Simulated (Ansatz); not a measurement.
Band table of Pb (hcp type)

```
Pb
1.0
     3.53881    0.00000    0.00000
    -1.76941    3.06470    0.00000
     0.00000    0.00000    5.86909
Pb
2
Direct
  0.33333 0.66667 0.25000
  0.66667 0.33333 0.75000
```

The cell comes from a relaxation on PAW files under the same functional, begun from a prototype that needn't be the stable phase.

Level of theory: DFT with PBE, scalar-relativistic, in Ansatz 0.2.0; a Γ-centred 14×14×8 k mesh, Fermi–Dirac smearing of 0.05 eV, no spin polarisation. LAPW: all electrons, basis error target 1 meV/atom.

Spin–orbit coupling is left out, which matters for the heavy atoms.

Path points, in fractions of the reciprocal vectors: Γ (0.000, 0.000, 0.000), M (0.500, 0.000, 0.000), K (0.333, 0.333, 0.000), A (0.000, 0.000, 0.500), L (0.500, 0.000, 0.500), H (0.333, 0.333, 0.500). Levels in eV from the Fermi level; bands 23 to 42, counted from the lowest band of the run. The gap is zero, the pressure 0.01 GPa.

```
# k(1/Å) point b23 b24 b25 b26 b27 b28 b29 b30 b31 b32 b33 b34 b35 b36 b37 b38 b39 b40 b41 b42
0.000 Γ -17.05 -17.04 -17.02 -17.02 -17.00 -17.00 -16.95 -16.95 -16.81 -16.81 -11.41 -8.18 -3.98 5.49 5.49 6.91 7.11 7.11 8.66 9.08
0.146 - -17.05 -17.04 -17.01 -17.01 -17.00 -16.99 -16.95 -16.95 -16.82 -16.81 -11.33 -8.12 -3.88 4.46 5.12 6.37 6.87 7.21 9.10 9.41
0.293 - -17.07 -17.03 -17.01 -16.98 -16.98 -16.97 -16.96 -16.96 -16.84 -16.81 -11.07 -7.92 -3.59 2.65 4.40 4.97 6.61 7.11 8.30 9.93
0.439 - -17.09 -17.02 -16.99 -16.99 -16.97 -16.93 -16.93 -16.92 -16.86 -16.80 -10.66 -7.62 -3.11 0.82 3.35 3.67 5.87 6.70 7.45 9.26
0.586 - -17.12 -17.03 -17.02 -16.99 -16.96 -16.89 -16.89 -16.88 -16.87 -16.80 -10.08 -7.24 -2.47 -0.83 1.72 3.03 4.71 6.18 6.84 8.83
0.732 - -17.14 -17.04 -17.04 -17.00 -16.93 -16.91 -16.84 -16.84 -16.82 -16.80 -9.37 -6.92 -2.11 -1.70 0.23 2.54 3.44 5.73 6.44 8.49
0.879 - -17.15 -17.06 -17.05 -17.01 -16.92 -16.92 -16.82 -16.81 -16.80 -16.79 -8.62 -6.88 -2.79 -0.96 -0.88 2.23 2.30 5.43 6.21 8.27
1.025 M -17.16 -17.07 -17.05 -17.01 -16.93 -16.91 -16.81 -16.80 -16.79 -16.78 -8.16 -7.06 -2.88 -1.51 -0.41 1.71 2.13 5.33 6.14 8.19
1.110 - -17.15 -17.07 -17.05 -17.01 -16.93 -16.91 -16.81 -16.80 -16.79 -16.78 -8.14 -7.05 -2.86 -1.48 -0.38 1.72 1.86 5.01 6.48 7.88
1.194 - -17.14 -17.08 -17.03 -17.01 -16.93 -16.91 -16.83 -16.80 -16.79 -16.79 -8.07 -7.02 -2.79 -1.38 -0.28 1.24 1.74 4.27 7.22 7.31
1.279 - -17.11 -17.08 -17.01 -17.00 -16.93 -16.91 -16.85 -16.81 -16.80 -16.79 -7.96 -6.98 -2.69 -1.23 -0.12 0.54 1.76 3.38 6.49 8.40
1.363 - -17.09 -17.08 -16.99 -16.98 -16.94 -16.91 -16.87 -16.81 -16.81 -16.80 -7.82 -6.96 -2.59 -1.02 -0.10 0.10 1.75 2.48 5.82 9.61
1.448 - -17.09 -17.04 -16.98 -16.97 -16.95 -16.91 -16.89 -16.83 -16.82 -16.81 -7.63 -6.96 -2.52 -0.77 -0.54 0.38 1.63 1.67 5.28 10.91
1.532 - -17.09 -17.00 -16.97 -16.96 -16.95 -16.92 -16.89 -16.84 -16.82 -16.82 -7.42 -7.03 -2.52 -0.70 -0.56 0.72 0.94 1.46 4.95 12.25
1.617 K -17.10 -16.97 -16.97 -16.96 -16.96 -16.93 -16.89 -16.83 -16.83 -16.82 -7.19 -7.19 -2.55 -0.58 -0.58 0.64 1.11 1.11 4.84 13.57
1.786 - -17.09 -17.00 -17.00 -16.98 -16.94 -16.90 -16.89 -16.86 -16.82 -16.80 -7.86 -6.80 -2.28 -1.29 0.11 0.16 1.30 2.04 5.18 12.23
1.955 - -17.07 -17.03 -17.03 -17.00 -16.93 -16.92 -16.90 -16.86 -16.81 -16.79 -8.76 -6.71 -1.45 -1.44 -0.98 1.26 2.43 3.14 5.98 10.95
2.124 - -17.05 -17.04 -17.03 -17.00 -16.95 -16.93 -16.90 -16.86 -16.82 -16.81 -9.65 -7.00 -1.99 -0.74 -0.15 2.58 3.75 4.35 7.07 9.88
2.293 - -17.05 -17.05 -17.00 -16.99 -16.97 -16.96 -16.90 -16.88 -16.87 -16.81 -10.41 -7.45 -2.83 0.63 1.44 4.03 5.14 5.55 8.38 9.11
2.462 - -17.05 -17.05 -16.99 -16.99 -16.97 -16.97 -16.95 -16.95 -16.84 -16.81 -10.96 -7.84 -3.46 2.37 3.22 5.40 6.39 6.47 8.83 9.59
2.632 - -17.05 -17.04 -17.01 -17.00 -17.00 -16.99 -16.95 -16.95 -16.82 -16.81 -11.30 -8.09 -3.85 4.27 4.85 6.40 6.85 7.07 9.20 9.37
2.801 Γ -17.05 -17.04 -17.02 -17.02 -17.00 -17.00 -16.95 -16.95 -16.81 -16.81 -11.41 -8.18 -3.98 5.49 5.49 6.91 7.11 7.11 8.66 9.08
2.877 - -17.05 -17.04 -17.02 -17.02 -17.00 -17.00 -16.94 -16.94 -16.81 -16.81 -11.39 -8.28 -3.83 5.51 5.51 6.55 7.09 7.09 8.68 9.10
2.954 - -17.05 -17.04 -17.02 -17.02 -17.00 -17.00 -16.93 -16.93 -16.81 -16.81 -11.32 -8.53 -3.43 5.56 5.56 5.71 7.02 7.02 8.71 9.15
3.030 - -17.05 -17.04 -17.03 -17.03 -17.01 -17.01 -16.92 -16.92 -16.82 -16.82 -11.20 -8.87 -2.84 4.70 5.65 5.65 6.92 6.92 8.78 9.23
3.106 - -17.05 -17.04 -17.03 -17.03 -17.01 -17.01 -16.91 -16.91 -16.83 -16.83 -11.05 -9.25 -2.12 3.63 5.76 5.76 6.78 6.78 8.87 9.32
3.183 - -17.05 -17.04 -17.03 -17.03 -17.02 -17.02 -16.89 -16.89 -16.84 -16.84 -10.84 -9.62 -1.31 2.57 5.91 5.91 6.62 6.62 8.98 9.39
3.259 - -17.04 -17.04 -17.03 -17.03 -17.02 -17.02 -16.88 -16.88 -16.85 -16.85 -10.59 -9.98 -0.42 1.53 6.08 6.08 6.44 6.44 9.12 9.37
3.336 A -17.04 -17.04 -17.03 -17.03 -17.03 -17.03 -16.86 -16.86 -16.86 -16.86 -10.31 -10.31 0.53 0.53 6.26 6.26 6.26 6.26 9.26 9.26
3.482 - -17.04 -17.04 -17.02 -17.02 -17.02 -17.02 -16.86 -16.86 -16.86 -16.86 -10.22 -10.22 0.58 0.58 5.37 5.37 6.02 6.02 8.96 8.96
3.629 - -17.05 -17.05 -17.01 -17.01 -16.99 -16.99 -16.87 -16.87 -16.86 -16.86 -9.98 -9.98 0.68 0.68 3.78 3.78 5.47 5.47 8.27 8.27
3.775 - -17.07 -17.07 -17.00 -17.00 -16.95 -16.95 -16.87 -16.87 -16.86 -16.86 -9.58 -9.58 0.50 0.50 2.50 2.50 4.82 4.82 7.67 7.67
3.922 - -17.08 -17.08 -17.01 -17.01 -16.92 -16.92 -16.85 -16.85 -16.85 -16.85 -9.03 -9.03 -0.56 -0.56 2.32 2.32 4.23 4.23 7.21 7.21
4.068 - -17.10 -17.10 -17.03 -17.03 -16.91 -16.91 -16.83 -16.83 -16.82 -16.82 -8.39 -8.39 -1.91 -1.91 2.68 2.68 3.77 3.77 6.91 6.91
4.215 - -17.10 -17.10 -17.05 -17.05 -16.91 -16.91 -16.80 -16.80 -16.79 -16.79 -7.77 -7.77 -3.00 -3.00 3.09 3.09 3.48 3.48 6.77 6.77
4.361 L -17.11 -17.11 -17.06 -17.06 -16.91 -16.91 -16.80 -16.80 -16.78 -16.78 -7.48 -7.48 -3.46 -3.46 3.28 3.28 3.38 3.38 6.74 6.74
4.446 - -17.10 -17.10 -17.06 -17.06 -16.91 -16.91 -16.80 -16.80 -16.79 -16.79 -7.46 -7.46 -3.43 -3.43 2.72 2.72 3.69 3.69 6.99 6.99
4.530 - -17.09 -17.09 -17.05 -17.05 -16.92 -16.92 -16.80 -16.80 -16.79 -16.79 -7.41 -7.41 -3.33 -3.33 1.92 1.92 3.90 3.90 7.42 7.42
4.615 - -17.08 -17.08 -17.03 -17.03 -16.93 -16.93 -16.82 -16.82 -16.80 -16.80 -7.34 -7.34 -3.17 -3.17 1.07 1.07 4.07 4.07 7.70 7.70
4.699 - -17.07 -17.07 -17.01 -17.01 -16.94 -16.94 -16.84 -16.84 -16.80 -16.80 -7.24 -7.24 -2.96 -2.96 0.24 0.24 4.23 4.23 7.90 7.90
4.784 - -17.06 -17.06 -16.98 -16.98 -16.94 -16.94 -16.86 -16.86 -16.80 -16.80 -7.13 -7.13 -2.70 -2.70 -0.52 -0.52 4.40 4.40 8.10 8.10
4.868 - -17.05 -17.05 -16.96 -16.96 -16.94 -16.94 -16.88 -16.88 -16.80 -16.80 -7.05 -7.05 -2.43 -2.43 -1.12 -1.12 4.53 4.53 8.33 8.33
4.953 H -17.05 -17.05 -16.96 -16.96 -16.91 -16.91 -16.91 -16.91 -16.80 -16.80 -7.01 -7.01 -2.29 -2.29 -1.37 -1.37 4.58 4.58 8.56 8.56
5.122 - -17.06 -17.06 -16.97 -16.97 -16.94 -16.94 -16.88 -16.88 -16.80 -16.80 -7.23 -7.23 -2.39 -2.39 -0.72 -0.72 4.31 4.31 8.47 8.47
5.291 - -17.06 -17.06 -16.99 -16.99 -16.93 -16.93 -16.89 -16.89 -16.79 -16.79 -7.86 -7.86 -1.89 -1.89 0.38 0.38 3.67 3.67 9.03 9.03
5.460 - -17.06 -17.06 -17.01 -17.01 -16.93 -16.93 -16.90 -16.90 -16.80 -16.80 -8.64 -8.64 -0.83 -0.83 1.59 1.59 3.12 3.12 9.53 9.53
5.629 - -17.06 -17.06 -17.01 -17.01 -16.94 -16.94 -16.89 -16.89 -16.84 -16.84 -9.34 -9.34 0.31 0.31 2.36 2.36 3.54 3.54 9.20 9.20
5.798 - -17.05 -17.05 -17.02 -17.02 -16.98 -16.98 -16.88 -16.88 -16.86 -16.86 -9.87 -9.87 0.70 0.70 3.45 3.45 4.83 4.83 8.82 8.82
5.967 - -17.04 -17.04 -17.02 -17.02 -17.01 -17.01 -16.87 -16.87 -16.86 -16.86 -10.20 -10.20 0.60 0.60 5.17 5.17 5.90 5.90 8.95 8.95
6.136 A -17.04 -17.04 -17.03 -17.03 -17.03 -17.03 -16.86 -16.86 -16.86 -16.86 -10.31 -10.31 0.53 0.53 6.26 6.26 6.26 6.26 9.26 9.26
```
